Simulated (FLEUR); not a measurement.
# Au (Fm-3m) in FLEUR: notebook

The runs below take Au through equation of state, with PBEsol.

Program: FLEUR MaX-R8.1 (later development tree). These are calculated values, not measurements. Logs are shortened: lines on timing, memory, paths and dates and some standing lists are left out, and cuts for length are marked.

**What was measured.**

“Exploring toroidal anvil profiles for larger sample volumes above 4 Mbar”, 2024, pmc:11102561 quotes, for a bulk crystal of Au: bulk modulus 167 GPa.

How close the calculation comes is told below.

**1. The structure**

The structure is cubic, space group Fm-3m (No. 225). Conventional cell: a = 4.070 Å, b = 4.070 Å, c = 4.070 Å, α = 90.00°, β = 90.00°, γ = 90.00°. Around Au (site symmetry m-3m) lie 12 Au at 2.88 Å.

**2. Equation of state, PBEsol, 15.84 Å³/atom (volume scaled by 0.94)**

inp.xml reads:

```xml
<?xml version="1.0" encoding="UTF-8" standalone="no"?>
<fleurInput fleurInputVersion="0.39">
   <comment>
      Au                                                                                                  
   </comment>
   <calculationSetup>
      <cutoffs Kmax="4.1" Gmax="12.7" GmaxXC="12.7" numbands="0"/>
      <scfLoop itmax="60" minDistance="0.00001" maxIterBroyd="15" imix="Anderson" alpha="0.05" precondParam="0.0" spinf="2.0" sdNocoIR="T"/>
      <coreElectrons ctail="T" frcor="F" kcrel="0" coretail_lmax="0"/>
      <xcFunctional name="PBEs" relativisticCorrections="F"/>
      <magnetism jspins="1"/>
      <soc l_soc="F" theta="0.0" phi="0.0" spav="F"/>
      <expertModes spex="0" secvar="F"/>
      <geometryOptimization l_f="F" forcealpha="1.0" forcemix="BFGS" epsdisp="0.0005" epsforce="0.0002"/>
      <ldaU l_linMix="F" mixParam="0.05" spinf="1.0"/>
   </calculationSetup>
   <cell>
      <bzIntegration valenceElectrons="19.0" mode="hist" fermiSmearingEnergy="0.00183747">
         <kPointListSelection listName="default-1"/>
         <!-- k-points included here -->
         <xi:include xmlns:xi="http://www.w3.org/2001/XInclude" href="kpts.xml"> </xi:include>
      </bzIntegration>
      <!-- symmetry operations included here -->
      <xi:include xmlns:xi="http://www.w3.org/2001/XInclude" href="sym.xml"> </xi:include>
      <bulkLattice scale="0.9795861087">
         <bravaisMatrix>
            <row-1>    0.0000000000000000     3.8455926635609998     3.8455926635609998</row-1>
            <row-2>    3.8455926635609998     0.0000000000000000     3.8455926635609998</row-2>
            <row-3>    3.8455926635609998     3.8455926635609998     0.0000000000000000</row-3>
         </bravaisMatrix>
      </bulkLattice>
   </cell>
   <atomSpecies>
      <species name="Gold (Au)" element="Au" atomicNumber="79">
         <mtSphere radius="2.47" gridPoints="833" logIncrement="0.016"/>
         <atomicCutoffs lmax="10" lnonsphr="10"/>
         <electronConfig flipSpins="F">
            <coreConfig>(1s1/2) (2s1/2) (2p1/2) (2p3/2) (3s1/2) (3p1/2) (3p3/2) (4s1/2) (3d3/2) (3d5/2) (4p1/2) (4p3/2) (4d3/2) (4d5/2) (4f5/2) (4f7/2)</coreConfig>
            <valenceConfig>(5s1/2) (5p1/2) (5p3/2) (6s1/2) (5d3/2) (5d5/2)</valenceConfig>
            <stateOccupation state="(6s1/2)" spinUp="0.500000" spinDown="0.500000"/>
         </electronConfig>
         <energyParameters s="6" p="6" d="5" f="5"/>
         <lo type="SCLO" l="0" n="5" eDeriv="0"/>
         <lo type="SCLO" l="1" n="5" eDeriv="0"/>
         <lo type="SCLO" l="1" n="5" eDeriv="1"/>
         <lo type="SCLO" l="2" n="5" eDeriv="2"/>
         <lo type="SCLO" l="3" n="5" eDeriv="2"/>
      </species>
   </atomSpecies>
   <atomGroups>
      <atomGroup species="Gold (Au)">
         <relPos label="                   1">.0000000000 .0000000000 .0000000000</relPos>
         <force calculate="T" relaxXYZ="TTT"/>
      </atomGroup>
   </atomGroups>
   <output dos="F" band="F" slice="F">
      <checks vchk="F" cdinf="F"/>
      <bandDOS minEnergy="-.5*Htr" maxEnergy="0.5*Htr" sigma="0.015" storeEVData="T"/>
      <vacuumDOS vacdos="F" integ="F" star="F" nstars="0" locx1="0.0" locy1="0.0" locx2="0.0" locy2="0.0" nstm="0" tworkf="0.0"/>
      <unfoldingBand unfoldBand="F" supercellX="1" supercellY="1" supercellZ="1"/>
      <plotting iplot="0" polar="F">
         <plot TwoD="T" vec1="  1.0  0.0  0.0" vec2="  0.0  1.0  0.0" vec3="  0.0  0.0  1.0" zero="  0.0  0.0  0.0" file="plot"/>
      </plotting>
      <chargeDensitySlicing numkpt="0" minEigenval="0.0" maxEigenval="0.0" nnne="0" pallst="F"/>
      <specialOutput eonly="F"/>
      <moessbauerParams electricFieldGradient="T" isomerShift="T" coreHyperfine="T" valenceHyperfine="T"/>
      <magneticCircularDichroism mcd="F" energyLo="-10.0" energyUp="0.0"/>
   </output>
  <!-- We include the file relax.xml here to enable relaxations (see documentation) -->
  <xi:include xmlns:xi="http://www.w3.org/2001/XInclude" href="relax.xml"> <xi:fallback/> </xi:include>
</fleurInput>
```

Potentials or basis: all-electron, FLAPW.

Started as:

```sh
$ inpgen -f crystal.txt -profile fastHighL
$ # inp.xml edited to the form shown
$ fleur_MPI
```

Output:

```text
Welcome to FLEUR        (www.flapw.de)
      MaX-Release 8.1          (www.max-centre.eu)

 ========== k-point set info ==========
 Selected k-point list: default-1
 k-point list type: mesh
 11 x 11 x 11
 Number of k points: 56

 ------------Calculation Setup---------------------------
 Number of MPI-tasks      :            1
 Number of PE/node        :            1
 Number of OMP-threads    :            1
 Most efficient MPI parallelization for:
           1           2           4           7           8          14          28          56
 Additional eigenvalue parallelization possible
 Number of basis functions:          172
 Approximate size of matrices (H+S) per k-point:         0.000 GB
 --------------------------------------------------------
 Iteration:     1   Distance:      17.47558767 me/bohr^3
 Iteration:     2   Distance:      15.75248385 me/bohr^3
 Iteration:     3   Distance:       6.80392843 me/bohr^3
 Iteration:     4   Distance:       2.49135043 me/bohr^3
 Iteration:     5   Distance:       2.72796729 me/bohr^3
 Iteration:     6   Distance:       0.18846126 me/bohr^3
 Iteration:     7   Distance:       0.17167003 me/bohr^3
 Iteration:     8   Distance:       0.01705391 me/bohr^3
 Iteration:     9   Distance:       0.01458989 me/bohr^3
 Iteration:    10   Distance:       0.00195994 me/bohr^3
 Iteration:    11   Distance:       0.00008596 me/bohr^3
 Iteration:    12   Distance:       0.00004128 me/bohr^3
 Iteration:    13   Distance:       0.00000315 me/bohr^3

 ********************************************************************
 Run finished successfully
 Stop message:
   all done
 ********************************************************************
```

out.xml (last iteration):

```text
<iteration numberForCurrentRun="   13" overallNumber="   13">
         <energyParameters units="Htr">
            <atomicEP atomType="1" spin="1" branch="6s" branchLowest="-3.38" branchHighest="1.62" value="0.3020493591"/>
            <atomicEP atomType="1" spin="1" branch="6p" branchLowest="-1.57" branchHighest="2.58" value="0.4757951211"/>
            <atomicEP atomType="1" spin="1" branch="5d" branchLowest="-11.35" branchHighest="0.57" value="0.3536512616"/>
            <atomicEP atomType="1" spin="1" branch="5f" branchLowest="-2.39" branchHighest="2.67" value="0.7706428554"/>
            <loAtomicEP atomType="1" spin="1" branch="5s" branchLowest="-26.16" branchHighest="-3.38" value="-3.3811600526"/>
            <loAtomicEP atomType="1" spin="1" branch="5p" branchLowest="-19.41" branchHighest="-1.57" value="-1.6385901578"/>
            <loAtomicEP atomType="1" spin="1" branch="5p" branchLowest="-19.41" branchHighest="-1.57" value="-1.6385901578"/>
            <loAtomicEP atomType="1" spin="1" branch="5d" branchLowest="-11.35" branchHighest="0.57" value="0.3363861892"/>
            <loAtomicEP atomType="1" spin="1" branch="5f" branchLowest="-2.39" branchHighest="2.67" value="0.7706351361"/>
         </energyParameters>
         <eigenvalues>
            <eigenvaluesAt spin="1" ikpt="1" k_x="0.00000000" k_y="0.00000000" k_z="0.00000000">
                      -3.3817904449       -1.5880566666       -1.5880566666       -1.5880566666        0.1116903573
                       0.3189888233        0.3189888233        0.3189888233        0.3830901777        0.3830901777
                       1.0310747760        1.1931692537        1.1931692537        1.1931692537        1.3840689819
            </eigenvaluesAt>
            <eigenvaluesAt spin="1" ikpt="2" k_x="0.00000000" k_y="0.00000000" k_z="0.09090909">
                      -3.3817396602       -1.5889256118       -1.5881853207       -1.5881853207        0.1229705580
                       0.3150996159        0.3229358507        0.3229358507        0.3813190480        0.3813190480
                       1.0452387185        1.1345712343        1.2079920784        1.2079920784        1.4230131136
            </eigenvaluesAt>
            <eigenvaluesAt spin="1" ikpt="3" k_x="0.00000000" k_y="0.00000000" k_z="0.18181818">
                      -3.3816045090       -1.5912514548       -1.5885331165       -1.5885331165        0.1537828300
                       0.3085756062        0.3300601839        0.3300601839        0.3812632724        0.3812632724
                       1.0236385991        1.0782856349        1.2463496179        1.2463496179        1.3414484762
            </eigenvaluesAt>
            <eigenvaluesAt spin="1" ikpt="4" k_x="0.00000000" k_y="0.00000000" k_z="0.27272727">
                      -3.3814266957       -1.5942775494       -1.5889867873       -1.5889867873        0.1903704345
                       0.3171481167        0.3295095026        0.3295095026        0.3941281985        0.3941281985
                       0.9005338446        1.0711586587        1.2634174982        1.2634174982        1.3306902243
            </eigenvaluesAt>
         </eigenvalues>
         <bandgap value="0.0841978588" units="eV"/>
         <sumValenceSingleParticleEnergies value="-12.6100690414" units="Htr"/>
         <FermiEnergy value="0.5047900354" units="Htr"/>
         <valenceDensity>
            <mtCharges spin="1">
               <mtCharge atomType="1" total="17.4378286" s="2.4966392" p="6.3325691" d="8.5548591" f="0.0417354"/>
            </mtCharges>
            <spinDependentCharge spin="1" total="19.0000000" interstitial="1.5621714" mtSpheres="17.4378286"/>
            <totalCharge value="19.0000000000"/>
         </valenceDensity>
         <coreStates atomType="     1" atomicNumber=" 79" spin="1" kinEnergy="  21646.2591382723" eigValSum=" -11684.7034379756" lostElectrons=" 0.000196">
            <state n="1" l="0" j="0.5" energy="-2962.4733214622" weight="1.0000000000"/>
            <state n="2" l="0" j="0.5" energy="-521.8058642023" weight="1.0000000000"/>
            <state n="2" l="1" j="0.5" energy="-500.3277596518" weight="1.0000000000"/>
            <state n="2" l="1" j="1.5" energy="-432.8947898193" weight="2.0000000000"/>
            <state n="3" l="0" j="0.5" energy="-122.6921459007" weight="1.0000000000"/>
            <state n="3" l="1" j="0.5" energy="-113.0459878809" weight="1.0000000000"/>
[... 8 lines left out ...]
            <state n="4" l="3" j="2.5" energy="-2.4673023130" weight="3.0000000000"/>
            <state n="4" l="3" j="3.5" energy="-2.3271059453" weight="4.0000000000"/>
         </coreStates>
         <allElectronCharges>
            <spinDependentCharge spin="1" total="79.0000000" interstitial="1.5623638" mtSpheres="77.4376362"/>
            <totalCharge value="78.9999999987"/>
         </allElectronCharges>
         <moessbauerParams unitsHFF="kG" unitsIS="e/bohr^3" unitsEFG="Htr/bohr^2">
            <coreIsomerShift atomType="1" isTotal="2311990.50071">
               <shell n="1" l="0" isomerShift="1915044.35305"/>
               <shell n="2" l="0" isomerShift="287153.86597"/>
               <shell n="2" l="1" isomerShift="20686.37925"/>
               <shell n="3" l="0" isomerShift="65729.82272"/>
               <shell n="3" l="1" isomerShift="5309.02291"/>
               <shell n="4" l="0" isomerShift="16736.29276"/>
               <shell n="3" l="2" isomerShift="0.00218"/>
               <shell n="4" l="1" isomerShift="1330.76131"/>
               <shell n="4" l="2" isomerShift="0.00058"/>
               <shell n="4" l="3" isomerShift="0.00000"/>
            </coreIsomerShift>
            <isomerShift atomType="1" nucleusRadius="0.0001374" averageDensity="2315470.42790"/>
            <electricFieldGradient atomType="1" VXX="0.00000" VYY="0.00000" VZZ="0.00000" asymParam="0.00000">
            </electricFieldGradient>
         </moessbauerParams>
         <totalEnergy                                    value="   -19042.6687373771" units="Htr">
            <sumOfEigenvalues                            value="   -11697.3135070170">
               <coreElectrons value="-11684.7034379756"/>
               <valenceElectrons value="-12.6100690414"/>
            </sumOfEigenvalues>
            <densityCoulombPotentialIntegral value="-33103.8463010159"/>
            <densityEffectivePotentialIntegral value="-33578.4452483135"/>
            <chargeDenXCDenIntegral value="-360.2763463842"/>
            <FockExchangeEnergyValence value="0.0000000000"/>
            <FockExchangeEnergyCore value="0.0000000000"/>
            <atomTypeDependentContributions atomType="1">
               <electronNucleiInteractionDifferentMTs value="23967.7751735032"/>
               <MadelungTerm value="-43.8258082782"/>
            </atomTypeDependentContributions>
            <tkbTimesEntropy value="0.0000910605"/>
            <freeEnergy value="-19042.6688284376"/>
            <extrapolationTo0K value="-19042.6687829074"/>
         </totalEnergy>
         <densityConvergence units="me/bohr^3">
            <chargeDensity spin="1" distance="0.0000031496"/>
         </densityConvergence>
      </iteration>
```

It took 10 s on 1 thread of Arm Neoverse V2, shared host; peak memory 0.06 GiB.

What came out:

| Item | Value |
| --- | --- |
| Free energy | -518177.4166 eV |
| Band gap on the k mesh | none (metal or under the smearing width) |
| Valence electrons inside the program's atomic spheres | Au 17.44 (radii Au 2.47 bohr) |

**3. Equation of state, PBEsol, 16.18 Å³/atom (volume scaled by 0.96)**

Edit inp.xml of step 2 so:

```diff
@@ -24,3 +24,3 @@
       <xi:include xmlns:xi="http://www.w3.org/2001/XInclude" href="sym.xml"> </xi:include>
-      <bulkLattice scale="0.9795861087">
+      <bulkLattice scale="0.9864848297">
          <bravaisMatrix>
```

Potentials or basis: all-electron, FLAPW.

Started as:

```sh
$ inpgen -f crystal.txt -profile fastHighL
$ # inp.xml edited to the form shown
$ fleur_MPI
```

Wall time 11 s (1 thread of Arm Neoverse V2, shared host); peak memory 0.06 GiB.

It converged, with:

```yaml
Free_energy: -518177.4434 eV
Band_gap_on_the_k_mesh: none (metal or under the smearing width)
Valence_electrons_inside_the_program's_atomic_spheres: Au 17.41 (radii Au 2.47 bohr)
```

**4. Equation of state, PBEsol, 16.52 Å³/atom (volume scaled by 0.98)**

Edit inp.xml of step 3 so:

```diff
@@ -24,3 +24,3 @@
       <xi:include xmlns:xi="http://www.w3.org/2001/XInclude" href="sym.xml"> </xi:include>
-      <bulkLattice scale="0.9864848297">
+      <bulkLattice scale="0.9932883884">
          <bravaisMatrix>
```

Started as:

```sh
$ inpgen -f crystal.txt -profile fastHighL
$ # inp.xml edited to the form shown
$ fleur_MPI
```

Wall time 11 s (1 thread of Arm Neoverse V2, shared host); peak memory 0.06 GiB.

It converged, with:

* Free energy: -518177.4600 eV
* Band gap on the k mesh: none (metal or under the smearing width)
* Valence electrons inside the program's atomic spheres: Au 17.38 (radii Au 2.47 bohr)

**5. Equation of state, PBEsol, 16.85 Å³/atom**

Edit inp.xml of step 4 so:

```diff
@@ -24,3 +24,3 @@
       <xi:include xmlns:xi="http://www.w3.org/2001/XInclude" href="sym.xml"> </xi:include>
-      <bulkLattice scale="0.9932883884">
+      <bulkLattice scale="1.0000000000">
          <bravaisMatrix>
```

Started as:

```sh
$ inpgen -f crystal.txt -profile fastHighL
$ # inp.xml edited to the form shown
$ fleur_MPI
```

Run time: 11 s. Hardware: 1 thread of Arm Neoverse V2, shared host; peak memory 0.06 GiB.

Results (log left out):

| Property | Result |
| --- | --- |
| Free energy | -518177.4677 eV |
| Band gap on the k mesh | none (metal or under the smearing width) |
| Valence electrons inside the program's atomic spheres | Au 17.35 (radii Au 2.47 bohr) |

**6. Equation of state, PBEsol, 17.19 Å³/atom (volume scaled by 1.02)**

Edit inp.xml of step 5 so:

```diff
@@ -24,3 +24,3 @@
       <xi:include xmlns:xi="http://www.w3.org/2001/XInclude" href="sym.xml"> </xi:include>
-      <bulkLattice scale="1.0000000000">
+      <bulkLattice scale="1.0066227096">
          <bravaisMatrix>
```

Potentials or basis: all-electron, FLAPW.

Started as:

```sh
$ inpgen -f crystal.txt -profile fastHighL
$ # inp.xml edited to the form shown
$ fleur_MPI
```

It took 11 s on 1 thread of Arm Neoverse V2, shared host; peak memory 0.06 GiB.

The run converged. Its results:

```
Free energy                                           : -518177.4676 eV
Band gap on the k mesh                                : none (metal or under the smearing width)
Valence electrons inside the program's atomic spheres : Au 17.33 (radii Au 2.47 bohr)
```

**7. Equation of state, PBEsol, 17.53 Å³/atom (volume scaled by 1.04)**

Edit inp.xml of step 6 so:

```diff
@@ -24,3 +24,3 @@
       <xi:include xmlns:xi="http://www.w3.org/2001/XInclude" href="sym.xml"> </xi:include>
-      <bulkLattice scale="1.0066227096">
+      <bulkLattice scale="1.0131594038">
          <bravaisMatrix>
```

Started as:

```sh
$ inpgen -f crystal.txt -profile fastHighL
$ # inp.xml edited to the form shown
$ fleur_MPI
```

It took 12 s on 1 thread of Arm Neoverse V2, shared host; peak memory 0.06 GiB.

Results (log left out):

```
Free energy                                           : -518177.4607 eV
Band gap on the k mesh                                : none (metal or under the smearing width)
Valence electrons inside the program's atomic spheres : Au 17.31 (radii Au 2.47 bohr)
```

**8. Equation of state, PBEsol, 17.87 Å³/atom (volume scaled by 1.06)**

Edit inp.xml of step 7 so:

```diff
@@ -24,3 +24,3 @@
       <xi:include xmlns:xi="http://www.w3.org/2001/XInclude" href="sym.xml"> </xi:include>
-      <bulkLattice scale="1.0131594038">
+      <bulkLattice scale="1.0196128224">
          <bravaisMatrix>
```

Started as:

```sh
$ inpgen -f crystal.txt -profile fastHighL
$ # inp.xml edited to the form shown
$ fleur_MPI
```

Wall time 12 s (1 thread of Arm Neoverse V2, shared host); peak memory 0.06 GiB.

Results (log left out):

```yaml
Free_energy: -518177.4477 eV
Band_gap_on_the_k_mesh: none (metal or under the smearing width)
Valence_electrons_inside_the_program's_atomic_spheres: Au 17.29 (radii Au 2.47 bohr)
```

**9. Equation of state, PBEsol**

Potentials or basis: all-electron, FLAPW.

This step only gathers the single runs of the series.

What came out:

```
Equilibrium volume                      : 17.02 Å³/atom
Bulk modulus                            : 176 GPa
Pressure derivative of the bulk modulus : 5.6 (rough: it moves with the points fitted)
```

Energy against volume, from the lowest point:
```csv
volume (Å³/atom),energy (meV/atom)
15.843,51.03
16.181,24.23
16.518,7.71
16.855,0.00
17.192,0.05
17.529,6.96
17.866,19.97
```

**10. How close it comes**

Step 9. A measured bulk modulus of Au is 167 GPa (quoted in “Exploring toroidal anvil profiles for larger sample volumes above 4 Mbar”, 2024, pmc:11102561); the calculated 176 GPa misses it by +5.2 %. The fit is for a static lattice scaled at fixed shape and fixed fractional positions.
